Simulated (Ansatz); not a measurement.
Free-standing sheet of SnO, cell area 14.597 Å²:

```
CELL_PARAMETERS angstrom
3.82056 0.00000 0.00000
0.00000 3.82056 0.00000
0.00000 0.00000 30.63340
ATOMIC_POSITIONS crystal
Sn 0.50000 0.00000 0.46141
O 0.00000 0.00000 0.50000
O 0.50000 0.50000 0.50000
Sn 0.00000 0.50000 0.53859
```

These are results of DFT PBE+D3(BJ), scalar-relativistic, plane waves, PAW in Ansatz 0.2.0, not measurements. Settings: cutoff 420 eV, Γ-centred mesh 6×6×1 on the computed 4-atom cell, Gaussian smearing of 0.02 eV; no spin polarisation. The sheet is isolated along c (Coulomb cut-off).

In an external field along +c, atoms held, its energy changes by -7.873 meV a cell at +0.2 V/Å and by -7.873 meV at −0.2 V/Å.

Q: What dipole and polarisability along c does the sheet have?

A: ΔE = −pF − αF²/2. The odd part gives p = −[ΔE(+F) − ΔE(−F)]/(2F) = 0.0000 e·Å a cell (none within the accuracy). The even part gives α = −[ΔE(+F) + ΔE(−F)]/F² = 0.3936 e·Å²/V.

Q: What thickness does that polarisability stand for?

A: α/(ε0·A) = 0.3936 × 180.95/14.597 = 4.88 Å. For a slab of thickness t and dielectric constant ε this equals t(1 − 1/ε), so it is the thickness over which the sheet would screen the field wholly.

Q: Predict the energy change at +0.35 V/Å.

A: −p·0.35 − α·0.35²/2 = -24.11 meV; the calculation gives -24.13 meV, so the response is still linear.

Cost: 4 runs of about 2.4 core-minutes in all, on Arm Neoverse V2, AMD EPYC 7R43 (Zen 3) (shared hosts).

The absence of a dipole along c follows from symmetry: inversion exchanges the two Sn layers about the oxygen plane, so the opposing Sn–O dipoles and the outward-pointing Sn lone pairs cancel. The equal energies for the two field directions therefore confirm the symmetry rather than reveal a separate property.

What remains is an induced response, limited by the confinement of the electrons to the sheet. The screening length of 4.88 Å exceeds the spacing of the outer Sn planes, as expected when polarisable density extends beyond the nuclei. The Sn lone pairs, of mixed 5s–5p character with an O 2p admixture, probably contribute much of it. Since t(1 − 1/ε) is always smaller than t for a dielectric, this length is a lower bound on the equivalent slab thickness and fixes neither t nor ε alone. The polarisability is purely electronic; in a static field, opposite displacements of Sn and O would add a lattice contribution, whose size can't be inferred from these energies.
